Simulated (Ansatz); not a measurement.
Al2O3:

```
Al O
1.0
     3.01748    0.00000    0.00000
    -1.50874    2.61322    0.00000
     0.00000    0.00000    7.57464
Al O
2 3
Direct
  0.00000 0.00000 0.72205
  0.00000 0.00000 0.27795
  0.00000 0.00000 0.50000
  0.66667 0.33333 0.80055
  0.33333 0.66667 0.19945
```

Measurements of this composition are mostly on another form, of space group No. 167.

Base run:

| Property | Result |
| --- | --- |
| Program | Ansatz 0.2.0 |
| Functional | RPBE |
| Potentials or basis | Ansatz PAW |
| Cutoff | 420 eV (not typed: the program's choice for these potentials) |
| k mesh | 7 × 7 × 3 |
| Occupations | fermi-dirac, width 0.05 eV |
| Spin | no spin polarisation |

Its results: band gap on the k mesh 2.43 eV, direct; pressure 3.0 GPa; largest force 0.101 eV/Å.

Problem. After a change of settings the same cell gave: band gap on the k mesh 2.48 eV, direct; pressure 1.3 GPa; largest force 0.165 eV/Å. Which change was it?
A. functional from RPBE to revPBE
B. functional from RPBE to BLYP
C. functional from RPBE to r2SCAN; cutoff from 420 eV (not typed: the program's choice for these potentials) to 500 eV (not typed: the program's choice for these potentials)
D. functional from RPBE to LDA

Solution. B.

Caveats: the PAW data sets come from PBE, with cores solved anew for the run's functional, which leaves a small shift of forces and pressure.

Runs at the PBE level aren't shown here.
